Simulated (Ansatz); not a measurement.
Base system: InCuS2 in the chalcopyrite structure (space group I-42d, No. 122; a = 5.5220 Å, c = 11.1303 Å). Axes: x, y, z lie along a, b, c of the conventional cell.

Computed with r2SCAN in Ansatz (plane waves to 500 eV, PAW, no spin-orbit coupling).

Strains are applied to the cell and any free atomic positions relax.

One change was made to it. Results:

The energy grows by 11 meV/atom; the valence-band top at Γ (three highest levels, from the VBM) goes from 0.00, -0.02, -0.02 eV to 0.00, -0.11, -0.15 eV; the band gap falls by 0.10 eV to 0.26 eV.

### Question
Name the change that was made.
A) tensor shear ε_yz = −3.24 %
B) strain tensor (xx, yy, zz, yz, xz, xy) = (−0.03, −0.65, −0.86, +1.40, +0.00, +0.28) %
C) isotropic strain −4.40 %

### Answer
A, tensor shear ε_yz = −3.24 %. For comparison, the band gap in the other runs: isotropic strain −4.40 % gives 0.79 eV; strain tensor (xx, yy, zz, yz, xz, xy) = (−0.03, −0.65, −0.86, +1.40, +0.00, +0.28) % gives 0.37 eV.

Whether these cells are dynamically stable was not tested. The final runs are not spin-polarised. A zero or small gap of InCuS2 under tensor shear ε_yz = −3.24 % can be the functional's error rather than a property of the material.

Ansatz is a quantum-chemistry and plane-wave program.
